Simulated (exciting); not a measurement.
# GaP under changes of volume

One of the cells (20.240 Å³/atom); the others are scaled copies at fixed shape and fractional positions:

```xyz
2
Lattice="0.0000 2.7252 2.7252 2.7252 0.0000 2.7252 2.7252 2.7252 0.0000" Properties=species:S:1:pos:R:3 pbc="T T T"
Ga    0.0000    0.0000    0.0000
P     4.0879    4.0879    4.0879
```

```yaml
Program: exciting (release sodium)
Functional: PBE
Potentials_or_basis: all-electron LAPW+lo, shipped species files, valence relativity iora*
rgkmax: 9
k_mesh: 8 × 8 × 8
Occupations: fermi-dirac, width 0.05 eV
Spin: no spin polarisation
```

```csv
volume (Å³/atom),energy over the lowest point (meV/atom),gap on the mesh (eV)
19.026,44.89,1.52
19.431,?,?
19.836,12.45,1.61
20.240,4.10,1.65
20.645,0.07,1.61
21.050,0.00,1.50
21.455,3.48,1.34
```

Problem. What does the run at 19.431 Å³/atom give?

Solution. Energy over the lowest point 25.95 meV/atom; gap on the mesh 1.57 eV.

Worked out: A Birch-Murnaghan fit of order 3 (a polynomial in V^(-2/3)) to the other rows has its minimum at 20.85 Å³/atom with B0 = V·E''(V) = 76 GPa and B' = 5.0. It gives 25.88 meV/atom at 19.431 Å³/atom, against the run's 25.95. A parabola through the other rows of the gap, of slope 3.28 eV per unit of ln V there, gives 1.60 eV, against the run's 1.57.

Energies are extrapolated to zero smearing.

A mesh can miss the band edges. Spin-orbit coupling on Ga is left out.
